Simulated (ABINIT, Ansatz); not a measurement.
This is a calculation of CoO for ABINIT 10.8.3 (patched build). 

The input run.abi:

```
# Pseudopotentials
pp_dirpath "./"
pseudos "Co.upf, O.upf"

# Structure
acell 3.0143962082 3.0143962082 3.0143962082 Angstrom
rprim
     0.0000000000     0.7071067812     0.7071067812
     0.7071067812     0.0000000000     0.7071067812
     0.7071067812     0.7071067812     0.0000000000
ntypat 2
znucl 27 8
natom 2
typat 1 2
xred
     0.0000000000     0.0000000000     0.0000000000
     0.5000000000     0.5000000000     0.5000000000

# Plane-wave basis
ecut 48.0

# k points
kptopt 1
ngkpt 11 11 11
nshiftk 1
shiftk 0.0 0.0 0.0

# Exchange and correlation
ixc -116133

# Bands and occupations
nband 16
occopt 3
tsmear 0.00183747

# Spin
nsppol 2
spinat
     0.0000000000     0.0000000000     2.0000000000
     0.0000000000     0.0000000000     0.0000000000

# SCF cycle
nstep 100
tolvrs 1.0e-10

# Output
iomode 3
prtwf 0
prtden 0
prteig 0
prtebands 0
enunit 2
```

Potentials or basis: PseudoDojo NC SR PBEsol v0.4.1 standard.

The run is started by

```bash
$ abinit run.abi > log 2>&1
```

Question: What does the same run look like in Ansatz 0.2.0? Potentials or basis there: Ansatz PAW, cutoff 420 eV.

Answer: As run (cutoffs and basis follow the program's own potentials, and thresholds, step limits or extra output files can differ):

input.yaml

```yaml
crystal:
  lattice:
    - [0.0, 2.1315, 2.1315]
    - [2.1315, 0.0, 2.1315]
    - [2.1315, 2.1315, 0.0]
  atoms:
    - { symbol: Co, position: [0.0, 0.0, 0.0], spin: 2.0 }
    - { symbol: O, position: [0.5, 0.5, 0.5] }
hamiltonian:
  xc: pbesol
  pseudopotentials: { kind: paw }
magnetization:
  spin_polarized: true
kpoints:
  mp_grid: { grid: [11, 11, 11] }
scf:
  occupations: { method: fermi_dirac, width: 0.05 }
output:
  forces: true
  stress: true
  eigenvalues: true
```

Potentials or basis: Ansatz PAW.

The run is started by

```bash
$ ansatz run input.yaml --threads 1 --pin off --max-ram 3584MiB --backend cpu --events-out ev --progress --plain --runs-dir out
```

Both were run:

|  | ABINIT | Ansatz |
| --- | --- | --- |
| Pressure | -11.1 GPa | -10.8 GPa |
| Net moment | 2.98 μB per cell | 2.96 μB per cell |

Ansatz's pressure holds a Pulay term of +0.76 GPa for its cutoff of 420 eV, which the other run lacks.

Ansatz's potentials were made for PBE.

Where Ansatz's input types no cutoff or centring, it takes its own default and a Γ-centred mesh.

The magnetic state is the one that the start led to; the real crystal's order can differ.

The cell lies far from this level's equilibrium.

Pressure is positive in compression.
